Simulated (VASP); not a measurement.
# Ti under changes of volume

One of the cells (17.360 Å³/atom); the others are scaled copies at fixed shape and fractional positions:

```
Ti
1.0
     4.59762    0.00000    0.00000
    -2.29881    3.98166    0.00000
     0.00000    0.00000    2.84496
Ti
3
Cartesian
  2.2988 1.3272 1.4225
  0.0000 2.6544 1.4225
  0.0000 0.0000 0.0000
```

This isn't the form of Ti at room conditions, which is hcp.

| Quantity | Value |
| --- | --- |
| Program | VASP 6.6.1 |
| Functional | PBEsol |
| Potentials or basis | VASP PAW PBE potentials, release 64 (Ti_sv) |
| Cutoff | 520 eV |
| k mesh | 7 × 7 × 9 |
| Occupations | fermi-dirac, width 0.05 eV |
| Spin | no spin polarisation |

```tsv
volume (Å³/atom)	energy over the lowest point (meV/atom)	pressure (GPa)
15.999	4.43	3.4
16.339	0.00	0.7
16.679	0.99	-1.7
17.360	?	?
17.701	31.79	-7.8
18.041	49.98	-9.4
```

Q: What does the run at 17.360 Å³/atom give?

A: Energy over the lowest point 17.31 meV/atom; pressure -5.9 GPa.

Worked out: A Birch-Murnaghan fit of order 3 (a polynomial in V^(-2/3)) to the other rows has its minimum at 16.44 Å³/atom with B0 = V·E''(V) = 119 GPa and B' = 3.5 at fixed shape and positions, which overstates the stiffness. It gives 17.28 meV/atom at 17.360 Å³/atom, against the run's 17.31, and -dE/dV = -5.9 GPa, against -5.9.

Energies are extrapolated to zero smearing.

Caveats: the PAW data sets were made with another functional, which shifts forces and pressure a little.
